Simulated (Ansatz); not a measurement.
**Na: one input, then a changed one**

The structure is an experimental refinement, used without relaxation. The listed cell was then made from it by scaling, straining or moving an atom.

First run: DFT, PBE, all-electron PAW with datasets made for the crystal, scalar-relativistic (Ansatz 0.2.0).

Command: `ansatz run input.yaml --threads 1 --pin off --max-ram 2048MiB --backend cpu --events-out ev --progress --plain --runs-dir out` The run took 25 s on 1 thread of Arm Neoverse V2, with other jobs on the host, peak memory 0.58 GiB.

```yaml
crystal:
  lattice:
    - [3.7670009976, -0.03767001, -0.03767001]
    - [-1.9161236844, 3.281153565, -0.0137881806]
    - [-0.06154, -0.06154, 6.154]
  atoms:
    - { symbol: Na, position: [0.3333333333, 0.6666666667, 0.25] }
    - { symbol: Na, position: [0.6666666667, 0.3333333333, 0.75] }
kpoints:
  mp_grid: { grid: [11, 11, 6] }
scf:
  occupations: { method: fermi_dirac, width: 0.05 }
hamiltonian:
  xc: pbe
  pseudopotentials: { kind: all_electron, datasets: crystal }
output:
  forces: true
  stress: true
  eigenvalues: true
  efg: { contact_densities: true }
```

Result: converged; pressure -0.13 GPa; largest force 0.008 eV/Å; no gap on the k mesh; 8 SCF iterations.

A second input differs as follows:

```diff
@@ -11,4 +11,5 @@
 scf:
   occupations: { method: fermi_dirac, width: 0.05 }
+  max_iter: 75
 hamiltonian:
   xc: pbe
@@ -16,5 +17,5 @@
 output:
   forces: true
-  stress: true
+  Stress: true
   eigenvalues: true
   efg: { contact_densities: true }
```

Problem. What is wrong with it, and what does the program do?

Solution. The fault is a misspelt key. The run refused before any iteration. The log ends:
```
Error: YAML parse error: error: line 19 column 3: unknown field `Stress`, expected one of write_density, write_potential, write_potential_components, volumetric_format, write_bands, fatbands, populations, hubbard, elf, band_densities, bader, dos, optics, efg, charged_corrections, wannier, polarization, topological_invariants, transmission, current_voltage, crpa, pair_interaction, rpa_energy, embedding, core_levels, xc_energy_on_converged_density, boltztrap, local_orbitals, orbitals, eigenstates, states_by_energy, atomic_orbital_hamiltonian, active_space, given_orbital_levels, support_matrices, forces, stress, cutoff_correction, eigenvalues, band_residual_tolerance, publish_guard_bands
  --> <input>:19:3
   |
17 | output:
18 |   forces: true
19 |   Stress: true
   |   ^ unknown field `Stress`, expected one of write_density, write_potential, write_potential_components, volumetric_format, write_bands, fatbands, populations, hubbard, elf, band_densities, bader, dos, optics, efg, charged_corrections, wannier, polarization, topological_invariants, transmission, current_voltage, crpa, pair_interaction, rpa_energy, embedding, core_levels, xc_energy_on_converged_density, boltztrap, local_orbitals, orbitals, eigenstates, states_by_energy, atomic_orbital_hamiltonian, active_space, given_orbital_levels, support_matrices, forces, stress, cutoff_correction, eigenvalues, band_residual_tolerance, publish_guard_bands
20 |   eigenvalues: true
21 |   efg: { contact_densities: true }
   |
```
